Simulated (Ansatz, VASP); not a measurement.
**Ge: VASP beside Ansatz**

```
Ge
1.0
     1.93284   -5.05649    0.00000
     1.93284    5.05649    0.00000
     0.00000    0.00000    3.90065
Ge
4
Direct
  0.13317 0.86683 0.00001
  0.63317 0.36683 0.49999
  0.86683 0.13317 0.99999
  0.36683 0.63317 0.50001
```

Alike in both runs: functional PBE; dispersion D3(BJ); k mesh 6 × 6 × 6; occupations gaussian, width 0.1 eV; no spin polarisation.

Ansatz relaxed the structure, and its values are those at the end. VASP's run is a single point on that final structure, the one shown.

|  | VASP | Ansatz |
| --- | --- | --- |
| version | VASP 6.6.1 | Ansatz 0.2.0 |
| potentials or method | VASP PAW PBE potentials, release 64 (Ge_d) | scalar-relativistic, plane waves, PAW |
| plane-wave cutoff (eV) | 520 | 420 |
| valence electrons in the cell | 56 | 56 |

|  | VASP | Ansatz | Ansatz less VASP |
| --- | --- | --- | --- |
| gap on the k mesh at the Fermi level (eV) | none | none | - |
| pressure (GPa) | 0.0 | -0.1 | -0.04 |

A gap of «none» marks a metal or a gap that the smearing closes. Ansatz warned: «dispersion_switch_in_reach».

Caveats: pairwise dispersion overbinds metals, which lowers pressure and volume.
